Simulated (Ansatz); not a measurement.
This CdSe structure is the end of a relaxation. The cell was found from a structure generator's guess, not taken from experiment.

Computed with Ansatz, DFT PBE, scalar-relativistic, plane waves, PAW. Cutoff 420 eV, Γ-centred mesh, Gaussian smearing, no spin polarisation.

```
CELL_PARAMETERS angstrom
4.09429 0.00000 0.00000
0.00000 4.09429 0.00000
0.00000 0.00000 7.35630
ATOMIC_POSITIONS crystal
Cd 0.00000 0.50000 0.00000
Cd 0.50000 0.00000 0.50000
Se 0.50000 0.50000 0.25000
Se 0.50000 0.50000 0.75000
```

Energies over the elements count from the elements' standard structures at the same level, with no fitted energy shifts.

Problem. What space group does it have?

Solution. P4_2/mmc (No. 131). Conventional cell: a = 4.094 Å, c = 7.356 Å. Cd has 4 Se at 2.75 Å; Se has 4 Cd at 2.75 Å.

Problem. What is its formation energy per atom?

Solution. −0.32 eV/atom. Whether it is stable depends on the other phases of the system, which aren't compared here.

Problem. Is it a metal?

Solution. Yes, bands cross the Fermi level on the 12×12×6 mesh.

Problem. From what recipe could a structure generator have reached it?

Solution. One such recipe: ordered vacancies on the anion sites of fluorite (P4_2/mmc, No. 131). Other recipes can lead to the same cell.

The last run used a 12×12×6 mesh (in the run's order of axes) for its 4-atom cell and Gaussian smearing of 0.10 eV. The zero gap may come from the functional, which often closes small gaps. The reference form of Se is held partly by dispersion forces, which this level lacks. Symmetry constrained the relaxation, so the result can be a saddle point.
